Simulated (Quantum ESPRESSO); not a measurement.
# Si2Mo (P1) in Quantum ESPRESSO: convergence with density cutoff

Aim: find how far density cutoff must go before the results for Si2Mo settle, at PBEsol. This setting moves, with any that are tied to it; all else stays.

Program: Quantum ESPRESSO 7.5. These are calculated values, not measurements. Logs are shortened: lines on timing, memory, paths and dates and some standing lists are left out, and cuts for length are marked.

**1. The cell of the first run**

The typed cell holds 3 atoms: a = 4.535 Å, b = 4.535 Å, c = 4.535 Å, α = 138.68°, β = 138.68°, γ = 59.86°.

The cell isn't the ideal one: atoms moved at random, drawn with an rms of 0.15 Å.

**2. With density cutoff 180 Ry**

Contents of pw.in:

```
&CONTROL
  calculation = 'scf'
  prefix = 'pwscf'
  outdir = './tmp'
  pseudo_dir = './pseudo'
  tprnfor = .true.
  tstress = .true.
  disk_io = 'nowf'
/
&SYSTEM
  ibrav = 0
  nat = 3
  ntyp = 2
  ecutwfc = 45
  ecutrho = 180
  nbnd = 18
  occupations = 'smearing'
  smearing = 'mv'
  degauss = 0.00734986
/
&ELECTRONS
  conv_thr = 6d-10
  electron_maxstep = 120
  mixing_beta = 0.5
/
ATOMIC_SPECIES
Mo    95.9500 mo_pbesol_v1.uspp.F.UPF
Si    28.0850 si_pbesol_v1.uspp.F.UPF
CELL_PARAMETERS angstrom
  -1.6000000000    1.6000000000    3.9305000000
   1.6000000000   -1.6000000000    3.9305000000
   1.6000000000    1.6000000000   -3.9305000000
ATOMIC_POSITIONS crystal
Mo    -0.0435440000   -0.0514130000   -0.0531160000
Si     0.6684130000    0.6312840000   -0.0225490000
Si     0.3646810000    0.3261320000    0.0073940000
K_POINTS automatic
8 8 8 0 0 0
```

Potentials or basis: GBRV 1.5 PBEsol.

On the command line:

```sh
$ OMP_NUM_THREADS=1 pw.x -in pw.in > pw.out
```

It took 2.6 min on 1 thread of Arm Neoverse V2, shared host; peak memory 0.17 GiB.

Results:

```
Free energy            : -2157.4315 eV
Pressure               : 2.4 GPa
Largest force          : 2.826 eV/Å
Band gap on the k mesh : none (metal or under the smearing width)
```

**3. With density cutoff 225 Ry**

pw.in, as its differences from that of step 2:

```diff
@@ -14,3 +14,3 @@
   ecutwfc = 45
-  ecutrho = 180
+  ecutrho = 225
   nbnd = 18
```

Potentials or basis: GBRV 1.5 PBEsol.

On the command line:

```sh
$ OMP_NUM_THREADS=1 pw.x -in pw.in > pw.out
```

It took 2.6 min on 1 thread of Arm Neoverse V2, shared host; peak memory 0.18 GiB.

Results:

```
Free energy            : -2157.4317 eV
Pressure               : 2.4 GPa
Largest force          : 2.826 eV/Å
Band gap on the k mesh : none (metal or under the smearing width)
```

**4. With density cutoff 270 Ry**

pw.in, as its differences from that of step 3:

```diff
@@ -14,3 +14,3 @@
   ecutwfc = 45
-  ecutrho = 225
+  ecutrho = 270
   nbnd = 18
```

On the command line:

```sh
$ OMP_NUM_THREADS=1 pw.x -in pw.in > pw.out
```

It took 2.6 min on 1 thread of Arm Neoverse V2, shared host; peak memory 0.2 GiB.

Results:

```
Free energy            : -2157.4306 eV
Pressure               : 2.4 GPa
Largest force          : 2.826 eV/Å
Band gap on the k mesh : none (metal or under the smearing width)
```

**5. With density cutoff 315 Ry**

pw.in, as its differences from that of step 4:

```diff
@@ -14,3 +14,3 @@
   ecutwfc = 45
-  ecutrho = 270
+  ecutrho = 315
   nbnd = 18
```

On the command line:

```sh
$ OMP_NUM_THREADS=1 pw.x -in pw.in > pw.out
```

It took 2.6 min on 1 thread of Arm Neoverse V2, shared host; peak memory 0.22 GiB.

Results:

```yaml
Free_energy: -2157.4305 eV
Pressure: 2.4 GPa
Largest_force: 2.826 eV/Å
Band_gap_on_the_k_mesh: none (metal or under the smearing width)
```

**6. With density cutoff 360 Ry**

pw.in, as its differences from that of step 5:

```diff
@@ -14,3 +14,3 @@
   ecutwfc = 45
-  ecutrho = 315
+  ecutrho = 360
   nbnd = 18
```

Potentials or basis: GBRV 1.5 PBEsol.

On the command line:

```sh
$ OMP_NUM_THREADS=1 pw.x -in pw.in > pw.out
```

Wall time 2.7 min (1 thread of Arm Neoverse V2, shared host); peak memory 0.24 GiB.

The run converged. Its results:

* Free energy: -2157.4305 eV
* Pressure: 2.4 GPa
* Largest force: 2.826 eV/Å
* Band gap on the k mesh: none (metal or under the smearing width)

**7. With density cutoff 450 Ry**

pw.in, as its differences from that of step 6:

```diff
@@ -14,3 +14,3 @@
   ecutwfc = 45
-  ecutrho = 360
+  ecutrho = 450
   nbnd = 18
```

On the command line:

```sh
$ OMP_NUM_THREADS=1 pw.x -in pw.in > pw.out
```

Run time: 2.7 min. Hardware: 1 thread of Arm Neoverse V2, shared host; peak memory 0.28 GiB.

Results (log left out):

```yaml
Free_energy: -2157.4305 eV
Pressure: 2.4 GPa
Largest_force: 2.826 eV/Å
Band_gap_on_the_k_mesh: none (metal or under the smearing width)
```

**8. With density cutoff 540 Ry**

pw.in, as its differences from that of step 7:

```diff
@@ -14,3 +14,3 @@
   ecutwfc = 45
-  ecutrho = 450
+  ecutrho = 540
   nbnd = 18
```

On the command line:

```sh
$ OMP_NUM_THREADS=1 pw.x -in pw.in > pw.out
```

Wall time 2.7 min (1 thread of Arm Neoverse V2, shared host); peak memory 0.33 GiB.

Results (log left out):

```yaml
Free_energy: -2157.4304 eV
Pressure: 2.4 GPa
Largest_force: 2.826 eV/Å
Band_gap_on_the_k_mesh: none (metal or under the smearing width)
```

**9. With density cutoff 720 Ry**

pw.in, as its differences from that of step 8:

```diff
@@ -14,3 +14,3 @@
   ecutwfc = 45
-  ecutrho = 540
+  ecutrho = 720
   nbnd = 18
```

Potentials or basis: GBRV 1.5 PBEsol.

On the command line:

```sh
$ OMP_NUM_THREADS=1 pw.x -in pw.in > pw.out
```

pw.out:

```text
This program is part of the open-source Quantum ESPRESSO suite
     for quantum simulation of materials; please cite
         "P. Giannozzi et al., J. Phys.:Condens. Matter 21 395502 (2009);
         "P. Giannozzi et al., J. Phys.:Condens. Matter 29 465901 (2017);
         "P. Giannozzi et al., J. Chem. Phys. 152 154105 (2020);
     in publications or presentations arising from this work. More details at

     G-vector sticks info
     --------------------
     sticks:   dense  smooth     PW     G-vecs:    dense   smooth      PW
     Sum        3643     913    349                88807    11091    2571

     Using Slab Decomposition

     bravais-lattice index     =            0
     lattice parameter (alat)  =       8.5705  a.u.
     unit-cell volume          =     271.6091 (a.u.)^3
     number of atoms/cell      =            3
     number of atomic types    =            2
     number of electrons       =        22.00
     number of Kohn-Sham states=           18
     kinetic-energy cutoff     =      45.0000  Ry
     charge density cutoff     =     720.0000  Ry
     scf convergence threshold =      6.0E-10
     mixing beta               =       0.5000
     number of iterations used =            8  plain     mixing
     Exchange-correlation= SLA  PW   PSX  PSC
                           (   1   4  10   8   0   0   0)

     celldm(1)=   8.570451  celldm(2)=   0.000000  celldm(3)=   0.000000
     celldm(4)=   0.000000  celldm(5)=   0.000000  celldm(6)=   0.000000

     crystal axes: (cart. coord. in units of alat)
               a(1) = (  -0.352789   0.352789   0.866649 )
               a(2) = (   0.352789  -0.352789   0.866649 )
               a(3) = (   0.352789   0.352789  -0.866649 )

     reciprocal axes: (cart. coord. in units 2 pi/alat)
               b(1) = ( -0.000000  1.417277  0.576935 )
               b(2) = (  1.417277 -0.000000  0.576935 )
               b(3) = (  1.417277  1.417277  0.000000 )

     PseudoPot. # 1 for Mo read from file:
     mo_pbesol_v1.uspp.F.UPF
     Pseudo is Ultrasoft + core correction, Zval = 14.0
     Generated by new atomic code, or converted to UPF format
     Using radial grid of  889 points,  6 beta functions with:
                l(1) =   0
                l(2) =   0
                l(3) =   1
                l(4) =   1
                l(5) =   2
                l(6) =   2
     Q(r) pseudized with  6 coefficients,  rinner =    1.000   1.000   1.000
                                                       1.000   1.000

     PseudoPot. # 2 for Si read from file:
     si_pbesol_v1.uspp.F.UPF
     Pseudo is Ultrasoft + core correction, Zval =  4.0
     Generated by new atomic code, or converted to UPF format
     Using radial grid of  899 points,  6 beta functions with:
                l(1) =   0
                l(2) =   0
                l(3) =   1
                l(4) =   1
                l(5) =   2
                l(6) =   2
     Q(r) pseudized with  8 coefficients,  rinner =    0.900   0.900   0.900
                                                       0.900   0.900

     atomic species   valence    mass     pseudopotential
     Mo               14.00    95.95000     Mo( 1.00)
     Si                4.00    28.08500     Si( 1.00)

     No symmetry found

   Cartesian axes

     site n.     atom                  positions (alat units)
         1        Mo     tau(   1) = (  -0.0215148  -0.0159626  -0.0362614  )
         2        Si     tau(   2) = (  -0.0210537   0.0051437   1.1459225  )
         3        Si     tau(   3) = (  -0.0109911   0.0162082   0.5922841  )

     number of k points=   260  Marzari-Vanderbilt smearing, width (Ry)=  0.0073

     Number of k-points >= 100: set verbosity='high' to print them.

     Dense  grid:    88807 G-vectors     FFT dimensions: (  75,  75,  75)

     Smooth grid:    11091 G-vectors     FFT dimensions: (  40,  40,  40)

     Initial potential from superposition of free atoms

     starting charge      21.9977, renormalised to      22.0000
     Starting wfcs are   21 randomized atomic wfcs

     Self-consistent Calculation

     iteration #  1     ecut=    45.00 Ry     beta= 0.50
     Davidson diagonalization with overlap
     ethr =  1.00E-02,  avg # of iterations =  4.3

     Threshold (ethr) on eigenvalues was too large:
     Diagonalizing with lowered threshold

     Davidson diagonalization with overlap
     ethr =  4.68E-04,  avg # of iterations =  1.5

     total energy              =    -158.54383058 Ry
     estimated scf accuracy    <       0.10103360 Ry

     iteration #  2     ecut=    45.00 Ry     beta= 0.50
     Davidson diagonalization with overlap
     ethr =  4.59E-04,  avg # of iterations =  2.2

     total energy              =    -158.55512125 Ry
     estimated scf accuracy    <       0.06135665 Ry

     iteration #  3     ecut=    45.00 Ry     beta= 0.50
     Davidson diagonalization with overlap
     ethr =  2.79E-04,  avg # of iterations =  1.8

     total energy              =    -158.56720414 Ry
     estimated scf accuracy    <       0.00622686 Ry

     iteration #  4     ecut=    45.00 Ry     beta= 0.50
     Davidson diagonalization with overlap
     ethr =  2.83E-05,  avg # of iterations =  2.3

     total energy              =    -158.56812857 Ry
     estimated scf accuracy    <       0.00030563 Ry

     iteration #  5     ecut=    45.00 Ry     beta= 0.50
     Davidson diagonalization with overlap
     ethr =  1.39E-06,  avg # of iterations =  4.6

     total energy              =    -158.56820536 Ry
     estimated scf accuracy    <       0.00002495 Ry

     iteration #  6     ecut=    45.00 Ry     beta= 0.50
     Davidson diagonalization with overlap
     ethr =  1.13E-07,  avg # of iterations =  2.9

     total energy              =    -158.56820916 Ry
     estimated scf accuracy    <       0.00000229 Ry

     iteration #  7     ecut=    45.00 Ry     beta= 0.50
     Davidson diagonalization with overlap
     ethr =  1.04E-08,  avg # of iterations =  2.5

     total energy              =    -158.56820962 Ry
     estimated scf accuracy    <       0.00000004 Ry

     iteration #  8     ecut=    45.00 Ry     beta= 0.50
     Davidson diagonalization with overlap
     ethr =  1.76E-10,  avg # of iterations =  3.7

     total energy              =    -158.56820965 Ry
     estimated scf accuracy    <          7.0E-09 Ry

     iteration #  9     ecut=    45.00 Ry     beta= 0.50
     Davidson diagonalization with overlap
     ethr =  3.20E-11,  avg # of iterations =  2.1

     End of self-consistent calculation

     Number of k-points >= 100: set verbosity='high' to print the bands.

     the Fermi energy is    15.9633 ev

!    total energy              =    -158.56820965 Ry
     estimated scf accuracy    <          1.6E-10 Ry
     smearing contrib. (-TS)   =      -0.00003338 Ry
     internal energy E=F+TS    =    -158.56817627 Ry

     The total energy is F=E-TS. E is the sum of the following terms:
     one-electron contribution =     -36.18212683 Ry
     hartree contribution      =      30.57751022 Ry
     xc contribution           =     -28.17502751 Ry
     ewald contribution        =    -124.78853215 Ry

     convergence has been achieved in   9 iterations

     Forces acting on atoms (cartesian axes, Ry/au):

     atom    1 type  1   force =     0.01764521    0.05890070    0.09112000
     atom    2 type  2   force =     0.00405980   -0.00515630   -0.01484485
     atom    3 type  2   force =    -0.02170501   -0.05374440   -0.07627515

     Total force =     0.146712     Total SCF correction =     0.000034

     Computing stress (Cartesian axis) and pressure

          total   stress  (Ry/bohr**3)                   (kbar)     P=       23.79
   0.00016470   0.00007994   0.00008136           24.23       11.76       11.97
   0.00007994   0.00007375   0.00022386           11.76       10.85       32.93
   0.00008136   0.00022386   0.00024676           11.97       32.93       36.30

=------------------------------------------------------------------------------=
   JOB DONE.
=------------------------------------------------------------------------------=
```

Run time: 2.8 min. Hardware: 1 thread of Arm Neoverse V2, shared host; peak memory 0.44 GiB.

What came out:

| Quantity | Value |
| --- | --- |
| Free energy | -2157.4304 eV |
| Pressure | 2.4 GPa |
| Largest force | 2.826 eV/Å |
| Band gap on the k mesh | none (metal or under the smearing width) |

**10. Summary**

```
density cutoff  energy less the tightest run, at zero smearing (meV/atom)  SCF cycles  CPU time (s)  peak memory (GiB)
        180 Ry                                                      -0.38           9           160               0.17
        225 Ry                                                      -0.44           9           150               0.18
        270 Ry                                                      -0.06           9           150                0.2
        315 Ry                                                      -0.05           9           160               0.22
        360 Ry                                                      -0.02           9           160               0.24
        450 Ry                                                      -0.03           9           160               0.28
        540 Ry                                                      -0.01           9           160               0.33
        720 Ry                                                       0.00           9           170               0.44
```

Against the tightest run, the energy stays within 1 meV/atom from 180 Ry on. The tightest run that finished is the yardstick and may itself not be fully converged.
